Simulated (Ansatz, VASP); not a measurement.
## MoRu (random alloy of the hcp Ru-Mo line, x = 0.5) in two plane-wave programs

Aim: how closely do two programs agree when they are given the same cell, functional and k mesh? The cell is taken from a series of runs on this material, whose earlier steps may have relaxed, scaled, displaced or heated it; both programs get it as it stands.

Main program and level: Ansatz 0.2.0; plane waves, with VASP 6.6.1 beside it; PBE.

**1. The structure**

The cell holds 64 atoms: 32 Mo and 32 Ru. Cell: a = 11.033 Å, b = 11.407 Å, c = 8.842 Å, α = 90.0°, β = 89.8°, γ = 121.3°. It derives from Ru (hcp Ru-Mo), repeated 4×4×2. Hcp Ru-Mo: 64 atoms, 32 of 64 Ru sites given to Mo at random, cell and internal coordinates interpolated linearly between the end members (Vegard's rule); (so at first; earlier steps may have moved the atoms), displaced by a Gaussian of 0.02 A. Lattice constants are starting values near those of PBE.

**2. VASP: single point, PBE**

With cell and atoms fixed, the geometry can't cause a difference; cores, projectors, grids and the points listed under the comparison can.

Lines of VASP's logs that name or quote its potential files are left out, and so is its time.

INCAR reads:

```
SYSTEM = MoRu
PREC = Accurate
ENCUT = 500
EDIFF = 1E-06
NELM = 120
ISMEAR = -1
SIGMA = 0.1
LREAL = Auto
ALGO = Normal
GGA = PE
NBANDS = 520
LASPH = .TRUE.
LORBIT = 11
LWAVE = .FALSE.
LCHARG = .FALSE.
ISIF = 2
GGA_COMPAT = .FALSE.
KPAR = 8
```

POSCAR reads:

```
MoRu
1.0
   11.0309800000     -0.2315200000      0.0213600000
   -5.7159900000      9.8717000000     -0.0036000000
    0.0172300000      0.0065900000      8.8416400000
Mo Ru
32 32
Direct
    0.0101100000      0.9893300000      0.0026100000
    0.0630100000      0.1505400000      0.2543000000
    0.0410800000      0.1319900000      0.7496900000
    0.0373100000      0.2751800000      0.0015100000
    0.0246200000      0.2636000000      0.4963800000
    0.0568600000      0.4075000000      0.7432600000
    0.0813100000      0.6763800000      0.7459700000
    0.0870900000      0.9072400000      0.2508200000
    0.2499700000      0.0064500000      0.5035300000
    0.3329200000      0.1615300000      0.7519700000
    0.3219400000      0.4115700000      0.2478900000
    0.2981900000      0.3870400000      0.7473300000
    0.2807700000      0.5246100000      0.9944800000
    0.3119700000      0.6628200000      0.7443900000
    0.2597200000      0.7678800000      0.0138600000
    0.2585400000      0.7590900000      0.4843800000
    0.5066700000      0.2452300000      0.0100700000
    0.5064000000      0.4915000000      0.0080100000
    0.4999800000      0.4980100000      0.4933900000
    0.5404600000      0.6376900000      0.7496000000
    0.5271100000      0.7677100000      0.0029900000
    0.5663300000      0.9171700000      0.7470100000
    0.7843600000      0.0181300000      0.0076700000
    0.8243200000      0.1643600000      0.2499700000
    0.7640400000      0.0056900000      0.4874800000
    0.8121100000      0.1586700000      0.7537700000
    0.7717500000      0.2694500000      0.9971500000
    0.8347100000      0.4258400000      0.2446800000
    0.7574800000      0.2592800000      0.5085800000
    0.7550100000      0.5070900000      0.4986700000
    0.8258200000      0.6616800000      0.7566700000
    0.7980700000      0.8876700000      0.7479600000
    0.9997900000      0.9887900000      0.4969700000
    0.0837600000      0.4258500000      0.2513900000
    0.0148400000      0.5144500000      0.9970000000
    0.0860500000      0.6692900000      0.2501900000
    0.0042500000      0.5099200000      0.4980800000
    0.0026800000      0.7471100000      0.0016200000
    0.0004800000      0.7492300000      0.5009600000
    0.0817100000      0.9116300000      0.7499000000
    0.2544700000      0.0019000000      0.9999300000
    0.3335100000      0.1660500000      0.2498700000
    0.2523800000      0.2404400000      0.0020500000
    0.2502200000      0.2451400000      0.4981500000
    0.3390200000      0.6722100000      0.2510700000
    0.2557500000      0.5073200000      0.4941100000
    0.3410100000      0.9247100000      0.2489600000
    0.3347500000      0.9255400000      0.7525500000
    0.5119200000      0.0088300000      0.0005000000
    0.5874000000      0.1691500000      0.2537200000
    0.5069300000      0.0055200000      0.5022700000
    0.5788300000      0.1730000000      0.7479600000
    0.5804200000      0.4123800000      0.2540100000
    0.5026200000      0.2491500000      0.4978600000
    0.5789200000      0.4112100000      0.7486300000
    0.5799800000      0.6628400000      0.2524700000
    0.5838200000      0.9183500000      0.2516800000
    0.5067200000      0.7567400000      0.4981800000
    0.8306200000      0.4268900000      0.7544700000
    0.7526000000      0.5046700000      0.0045000000
    0.8329200000      0.6672000000      0.2490300000
    0.7502700000      0.7414100000      0.0044100000
    0.8289600000      0.9043900000      0.2524600000
    0.7473800000      0.7421000000      0.4950300000
```

KPOINTS reads:

```
Automatic mesh
0
Gamma
2 2 2
0 0 0
```

The projector-augmented-wave data sets are Mo_sv and Ru_pv (PBE family, release 64).

On the command line:

```bash
> mpirun -np 8 vasp_std
```

Numbers of over 12 decimals in the logs are rounded to 6 here.

The log of the run:

```text
[banner, memory and clock lines left out]
running    8 mpi-ranks, on    1 nodes
[...]
|                                                                             |
|           W    W    AA    RRRRR   N    N  II  N    N   GGGG   !!!           |
|           W    W   A  A   R    R  NN   N  II  NN   N  G    G  !!!           |
|           W    W  A    A  R    R  N N  N  II  N N  N  G       !!!           |
|           W WW W  AAAAAA  RRRRR   N  N N  II  N  N N  G  GGG   !            |
|           WW  WW  A    A  R   R   N   NN  II  N   NN  G    G                |
|           W    W  A    A  R    R  N    N  II  N    N   GGGG   !!!           |
|                                                                             |
|     For optimal performance we recommend to set                             |
|       NCORE = 2 up to number-of-cores-per-socket                            |
|     NCORE specifies how many cores store one orbital (NPAR=cpu/NCORE).      |
|     This setting can greatly improve the performance of VASP for DFT.       |
|     The default, NCORE=1 might be grossly inefficient on modern             |
|     multi-core architectures or massively parallel machines. Do your        |
|     Unfortunately you need to use the default for GW and RPA                |
|     calculations (for HF NCORE is supported but not extensively tested      |
|     yet).                                                                   |
|                                                                             |

 LDA part: xc-table for (Slater+PW92), standard interpolation
 POSCAR, INCAR and KPOINTS ok, starting setup
[...]
entering main loop
       N       E                     dE             d eps       ncg     rms          rms(c)
DAV:   1     0.123448927627E+05    0.12345E+05   -0.53058E+05  8440   0.182E+03
DAV:   2    -0.226881021361E+02   -0.12368E+05   -0.12082E+05  8560   0.601E+02
DAV:   3    -0.651078770519E+03   -0.62839E+03   -0.59519E+03 11144   0.128E+02
DAV:   4    -0.681312257340E+03   -0.30233E+02   -0.29150E+02  9960   0.201E+01
[...]
DAV:  22    -0.641253976179E+03    0.17784E-05   -0.10340E-05  8880   0.937E-03    0.786E-03
DAV:  23    -0.641253974623E+03    0.15558E-05   -0.28074E-06  6504   0.582E-03    0.344E-03
DAV:  24    -0.641253974469E+03    0.15360E-06   -0.85209E-07  4688   0.283E-03
   1 F= -.64125397E+03 E0= -.64020751E+03  d E =-.209293E+01
```

OUTCAR, selected parts (step 2):

```text
  Total        1.4461027      1.2767478      1.4888849     -0.0152263      0.0167892     -0.1642717
  in kB        2.4360318      2.1507449      2.5081004     -0.0256495      0.0282822     -0.2767238
  external PRESSURE =       2.3649590 kB  Pullay stress =       0.0000000 kB

 POSITION                                       TOTAL-FORCE (eV/Angst)
 -----------------------------------------------------------------------------------
     -5.54343      9.76405      0.01973         0.014049     -0.014931     -0.004918
     -0.16104      1.47317      2.24923         0.024593     -0.013516     -0.007054
     -0.28838      1.29840      6.62889         0.014325      0.004921     -0.006928
     -1.16133      2.70787      0.01316         0.031687     -0.010994     -0.007757
     -1.22660      2.59975      4.38839        -0.013002      0.000446      0.015600
     -1.68924      4.01445      6.57138         0.006529      0.008691     -0.000013
     -2.95640      6.66311      6.59490        -0.009480      0.001169      0.000225
     -4.22077      8.93749      2.21625        -0.022143      0.002915      0.004975
      2.72922      0.00912      4.45735         0.043968     -0.004003      0.001050
      2.76209      1.52245      6.65518        -0.019911      0.015714     -0.016955
      1.20305      3.98999      2.19715        -0.003706     -0.017291     -0.008920
      1.08989      3.75663      6.61260        -0.007084     -0.006133     -0.014791
      0.11564      5.12034      8.79694         0.000223     -0.016959      0.013856
     -0.33451      6.47584      6.58591         0.000756     -0.010666     -0.004300
[...]
-----------------------------------------------------------------------------------
    total drift:                               -0.000169      0.003956     -0.006863

  FREE ENERGIE OF THE ION-ELECTRON SYSTEM (eV)
  ---------------------------------------------------
  free  energy   TOTEN  =      -641.2539744693 eV

  energy  without entropy=     -639.1610448612  energy(sigma->0) =     -640.20750967

[... 1 further part left out ...]
```

The k-mesh is coarse for a metal.

The run ends at a pressure of 0.24 GPa, with forces up to 0.055 eV/Å.

**3. Ansatz: single point, PBE**

Ansatz runs on its default PAW (the set named soft_2) files.

The same cell, functional, mesh and smearing now go to Ansatz, which takes its cutoff from its data sets.

input.yaml reads:

```yaml
crystal:
  lattice:
    - [11.03098, -0.23152, 0.02136]
    - [-5.71599, 9.8717, -0.0036]
    - [0.01723, 0.00659, 8.84164]
  atoms:
    - { symbol: Mo, position: [0.01011, 0.98933, 0.00261] }
    - { symbol: Mo, position: [0.06301, 0.15054, 0.2543] }
    - { symbol: Ru, position: [0.99979, 0.98879, 0.49697] }
    - { symbol: Mo, position: [0.04108, 0.13199, 0.74969] }
    - { symbol: Mo, position: [0.03731, 0.27518, 0.00151] }
    - { symbol: Ru, position: [0.08376, 0.42585, 0.25139] }
    - { symbol: Mo, position: [0.02462, 0.2636, 0.49638] }
    - { symbol: Mo, position: [0.05686, 0.4075, 0.74326] }
    - { symbol: Ru, position: [0.01484, 0.51445, 0.997] }
    - { symbol: Ru, position: [0.08605, 0.66929, 0.25019] }
    - { symbol: Ru, position: [0.00425, 0.50992, 0.49808] }
    - { symbol: Mo, position: [0.08131, 0.67638, 0.74597] }
    - { symbol: Ru, position: [0.00268, 0.74711, 0.00162] }
    - { symbol: Mo, position: [0.08709, 0.90724, 0.25082] }
    - { symbol: Ru, position: [0.00048, 0.74923, 0.50096] }
    - { symbol: Ru, position: [0.08171, 0.91163, 0.7499] }
    - { symbol: Ru, position: [0.25447, 0.0019, 0.99993] }
    - { symbol: Ru, position: [0.33351, 0.16605, 0.24987] }
    - { symbol: Mo, position: [0.24997, 0.00645, 0.50353] }
    - { symbol: Mo, position: [0.33292, 0.16153, 0.75197] }
    - { symbol: Ru, position: [0.25238, 0.24044, 0.00205] }
    - { symbol: Mo, position: [0.32194, 0.41157, 0.24789] }
    - { symbol: Ru, position: [0.25022, 0.24514, 0.49815] }
    - { symbol: Mo, position: [0.29819, 0.38704, 0.74733] }
    - { symbol: Mo, position: [0.28077, 0.52461, 0.99448] }
    - { symbol: Ru, position: [0.33902, 0.67221, 0.25107] }
    - { symbol: Ru, position: [0.25575, 0.50732, 0.49411] }
    - { symbol: Mo, position: [0.31197, 0.66282, 0.74439] }
    - { symbol: Mo, position: [0.25972, 0.76788, 0.01386] }
    - { symbol: Ru, position: [0.34101, 0.92471, 0.24896] }
    - { symbol: Mo, position: [0.25854, 0.75909, 0.48438] }
    - { symbol: Ru, position: [0.33475, 0.92554, 0.75255] }
    - { symbol: Ru, position: [0.51192, 0.00883, 0.0005] }
    - { symbol: Ru, position: [0.5874, 0.16915, 0.25372] }
    - { symbol: Ru, position: [0.50693, 0.00552, 0.50227] }
    - { symbol: Ru, position: [0.57883, 0.173, 0.74796] }
    - { symbol: Mo, position: [0.50667, 0.24523, 0.01007] }
    - { symbol: Ru, position: [0.58042, 0.41238, 0.25401] }
    - { symbol: Ru, position: [0.50262, 0.24915, 0.49786] }
    - { symbol: Ru, position: [0.57892, 0.41121, 0.74863] }
    - { symbol: Mo, position: [0.5064, 0.4915, 0.00801] }
    - { symbol: Ru, position: [0.57998, 0.66284, 0.25247] }
    - { symbol: Mo, position: [0.49998, 0.49801, 0.49339] }
    - { symbol: Mo, position: [0.54046, 0.63769, 0.7496] }
    - { symbol: Mo, position: [0.52711, 0.76771, 0.00299] }
    - { symbol: Ru, position: [0.58382, 0.91835, 0.25168] }
    - { symbol: Ru, position: [0.50672, 0.75674, 0.49818] }
    - { symbol: Mo, position: [0.56633, 0.91717, 0.74701] }
    - { symbol: Mo, position: [0.78436, 0.01813, 0.00767] }
    - { symbol: Mo, position: [0.82432, 0.16436, 0.24997] }
    - { symbol: Mo, position: [0.76404, 0.00569, 0.48748] }
    - { symbol: Mo, position: [0.81211, 0.15867, 0.75377] }
    - { symbol: Mo, position: [0.77175, 0.26945, 0.99715] }
    - { symbol: Mo, position: [0.83471, 0.42584, 0.24468] }
    - { symbol: Mo, position: [0.75748, 0.25928, 0.50858] }
    - { symbol: Ru, position: [0.83062, 0.42689, 0.75447] }
    - { symbol: Ru, position: [0.7526, 0.50467, 0.0045] }
    - { symbol: Ru, position: [0.83292, 0.6672, 0.24903] }
    - { symbol: Mo, position: [0.75501, 0.50709, 0.49867] }
    - { symbol: Mo, position: [0.82582, 0.66168, 0.75667] }
    - { symbol: Ru, position: [0.75027, 0.74141, 0.00441] }
    - { symbol: Ru, position: [0.82896, 0.90439, 0.25246] }
    - { symbol: Ru, position: [0.74738, 0.7421, 0.49503] }
    - { symbol: Mo, position: [0.79807, 0.88767, 0.74796] }
kpoints:
  mp_grid: { grid: [2, 2, 2] }
hamiltonian:
  xc: pbe
scf:
  occupations: { method: fermi_dirac, width: 0.1 }
output:
  forces: true
  stress: true
  populations: true
  dos:
    method: { smearing: { sigma: 0.08 } }
    de: 0.05
    projected: { site_lists: { Mo: [Mo], Ru: [Ru] } }
  eigenvalues: true
  write_density: true
  write_potential: true
  volumetric_format: npy
```

On the command line:

```bash
> ansatz run input.yaml --threads 6 --pin off --max-ram 76800MiB --backend cuda --events-out ev --progress --plain --runs-dir out
```

The log of the run:

```text
Engine: ansatz 0.2.0, x86_64-unknown-linux-gnu
Pseudopotentials: kind: paw
Pseudopotential: Mo, paw, valence charge 14, recommended cutoff 420 eV (normal), Mo.paw.azcp
Pseudopotential: Ru, paw, valence charge 16, recommended cutoff 420 eV (normal), Ru.paw.azcp
Functional definition: PBE
  parameter kappa = 0.804
  parameter beta = 0.066725
  exchange = pbe_x(kappa = kappa, mu = beta*pi^2/3)
  correlation = pbe_c(beta = beta)
concurrent solve slots: 4 of 6 are kept, ahead of what memory takes: no pass of the eigensolver takes more rounds on 4
device memory: the entry about to start is reckoned to put 16.8 GiB on a device that reports 78.6 GiB free
GPU FFT provider: cuFFT
GPU libraries: cuBLAS 13.8.2, cuFFT 12.4.0, cuSOLVER 12.3.4
Crystal: 64 atoms, lattice volume = 951.101 Å³
Basis set: ecut = 420 eV, 18601 PW (Γ), exchange–correlation on 150×160×120 points (8 copies of the dense FFT grid, shifted against one another)
Bands: 576, of which v1, the nominal top of the filled ones, is band 480 counted from 1 (479 counted from 0)
Symmetry: 1 space group operations
Space group: P1 (ITA 1), of the structure as read, at distance tolerance 9.8e-5 Å
k-points: 8
Non-local potential: Mo, projectors of the file, l = 0: 3, l = 1: 2, l = 2: 2, l = 3: 1
Non-local potential: Ru, projectors of the file, l = 0: 3, l = 1: 2, l = 2: 2, l = 3: 1
PAW form: soft (Blöchl's): semilocal exchange-correlation on the pseudo side does not see the compensation charge
PAW one-centre angular grid: Mo, 590 points (default); XC on 64 Gauss nodes
PAW one-centre angular grid: Ru, 590 points (default); XC on 64 Gauss nodes
Initial density: superposition of atomic densities (neutral atoms: chi_scale 0, normalization atom), corrected by the library's trained network
Initial wavefunctions: pseudopotential atomic-orbital guess
GPU buffer pool allocated for 360000 grid points (all kernels)
GPU transforms: local potential and band sums: pruned to the plane-wave sphere, on 75×80×60
Functional: x = pbe(κ = 0.804, μ = 0.219515), c = pbe(β = 0.066725)
SCF iter   1: F=—  HF=-346706.652948 eV  |F-HF|=—  |Δ(HF+E_count)|=         —  Δρ=1.09e-2  dr2=4.74e0  ethr=1.77e-3  ⟨swp⟩=5.0  Hψ=14054  notcnv=0
preconditioner: auto → Kerker (q_TF=auto, 2.733 Å⁻¹)  [metal: Δε(μ)=0.006 eV  Ē_g=4.321 eV  σ=0.100 eV  W_gap=0.01  n_scr=318 (ndim 8)  ℏωp=25.5 eV  f_vac=0.000  D(μ)=63.37/eV (n_scr^D=662)]
SCF iter   2: F=—  HF=-346706.554221 eV  |F-HF|=—  |Δ(HF+E_count)|=   9.87e-2  Δρ=5.68e-3  dr2=1.47e0  ethr=4.94e-4  ⟨swp⟩=1.0  Hψ=5304  notcnv=0
SCF iter   3: F=—  HF=-346706.511607 eV  |F-HF|=—  |Δ(HF+E_count)|=   4.26e-2  Δρ=7.37e-4  dr2=2.27e-2  ethr=1.53e-4  ⟨swp⟩=1.0  Hψ=4608  notcnv=0
SCF iter   4: F=—  HF=-346706.512649 eV  |F-HF|=—  |Δ(HF+E_count)|=   1.04e-3  Δρ=1.56e-4  dr2=7.05e-4  ethr=2.36e-6  ⟨swp⟩=2.1  Hψ=8486  notcnv=0
SCF iter   5: F=—  HF=-346706.508060 eV  |F-HF|=—  |Δ(HF+E_count)|=   4.59e-3  Δρ=4.55e-5  dr2=3.82e-5  ethr=7.35e-8  ⟨swp⟩=1.0  Hψ=4608  notcnv=0
SCF iter   6: F=—  HF=-346706.509966 eV  |F-HF|=—  |Δ(HF+E_count)|=   1.91e-3  Δρ=1.64e-5  dr2=3.80e-6  ethr=3.98e-9  ⟨swp⟩=2.0  Hψ=6365  notcnv=0
SCF iter   7: F=—  HF=-346706.509965 eV  |F-HF|=—  |Δ(HF+E_count)|=   3.24e-7  Δρ=3.59e-6  dr2=1.52e-7  ethr=3.96e-10  ⟨swp⟩=2.4  Hψ=7826  notcnv=0
SCF iter   8: F=-346706.509965 eV  HF=-346706.509965 eV  |F-HF|=1.98e-9  |Δ(HF+E_count)|=   1.86e-8  Δρ=7.22e-7  dr2=5.18e-9  ethr=1.04e-11  ⟨swp⟩=10.8  Hψ=34779  notcnv=0
SCF 1 converged in 8 iterations: F = -346706.509965 eV  dr2 = 5.18e-9
  greatest PAW one-centre occupation: 0.998 electrons in one spin orbital (limit 2), on the Mo atom at site 51 (counted from 0), in its partial waves of l = 0
SCF converged after 8 iterations
Free energy (F): -346706.509965 eV
Harris-Foulkes:  -346706.509965 eV  (|F-HF|=1.98e-9)
Internal energy: -346704.417311 eV  (E = F + TS)
E sigma→0 (E₀):  -346705.463638 eV
Entropy (-TS):   -2.092655 eV (-32.698 meV/atom)
Fermi energy:    21.555200 eV
--- Per-component energies (eV) ---
  E_band       = -3973.195000
  E_kinetic    = 30570.629675
  E_local      = -69408.536803  (includes V_loc(G=0)·N_el)
  E_nonlocal   = 15554.517415
  E_hartree    = 22998.920813
  E_xc         = -11967.298475
  E_vxc        = -14980.910496  (∫ρ·V_xc dr)
  E_paw        = -213187.614304  (= ΣΔE_a)
  E_vpaw       = -11706.727856  (= ΣTr[D̂ρ^β])
  E_aug_tail   = -0.004291  (compensation charges beyond the density's cutoff)
  E_ewald      = -121265.031341
  E_smearing   = -2.092655  (= −TS)
  E_closure    = -0.000000  (closes the sum)
  Σ components = -346706.509965   (vs F -346706.509965, Δ=0.00e0)
--- Forces (eV/Å), atoms counted from 1 ---
  atom   1  Mo     0.01181102    -0.00910254    -0.00440316
  atom   2  Mo     0.01282702    -0.01502518    -0.00574643
  atom   3  Ru    -0.01027677    -0.01208183     0.00894532
  atom   4  Mo     0.00149500     0.00200420    -0.00170545
[...]
k-point 7: bands = [... 476 lower, 21.4773, 21.4976, 21.5312, 21.5769, 21.6058, 21.6710, 21.6856, 21.6900, ... 92 higher]
--- Löwdin populations: 64 sites ---
  site symbol       q [e]
     0     Mo     13.9118
     1     Mo     13.9234
     2     Ru     15.9325
     3     Mo     13.9179
     4     Mo     13.8995
     5     Ru     15.9358
     6     Mo     13.9163
     7     Mo     13.8998
     8     Ru     15.9400
     9     Ru     15.9398
    10     Ru     15.9307
    11     Mo     13.9056
    12     Ru     15.9401
    13     Mo     13.9050
    14     Ru     15.9328
    15     Ru     15.9450
    16     Ru     15.9328
    17     Ru     15.9433
    18     Mo     13.9130
    19     Mo     13.9054
    20     Ru     15.9263
    21     Mo     13.9100
    22     Ru     15.9288
    23     Mo     13.8943
[...]
56     Ru     15.9376
    57     Ru     15.9364
    58     Mo     13.9125
    59     Mo     13.9111
    60     Ru     15.9329
    61     Ru     15.9209
    62     Ru     15.9319
    63     Mo     13.9100
  spilling = 0.005105 (of n_electrons = 960.000000)
```

**4. Comparison**

Known differences besides the potentials themselves: the data sets hold 960 valence electrons in Ansatz (on its default PAW (the set named soft_2) files) and 896 in VASP; the cutoff is 420 eV in Ansatz and 500 eV in VASP (PREC = Accurate, projectors in real space). Total energies have different zeros and are not compared.

Compared:

```tsv
quantity	Ansatz	VASP	difference
pressure (GPa)	-0.01	0.24	-0.25
```

The largest component of a force difference here is 15 meV/Å.

**5. Outcome**

```yaml
difference_in_pressure_single_point_pbe: -0.25 GPa
```

In words: The difference in pressure is -0.25 GPa (single point, PBE), within the 1 GPa picked in this series as the mark of a large difference. The data sets hold unlike numbers of valence electrons (960 in Ansatz and 896 in VASP), so part of the differences may come from the potentials. How closely two codes agree says nothing of how well the functional describes the real material.

[Lines on the potential files, build, host, timing and source positions are cut from VASP's logs without a mark.]

[Logs are printed without paths, hosts, clocks, repeated set-up lines and the standing remarks that a program may print on its own settings, such as how far it seeks lower states.]

[Hosts, paths, dates, database ids (printed as entryN), source tags and the programs' standing remarks are cut or masked in the printed files.]
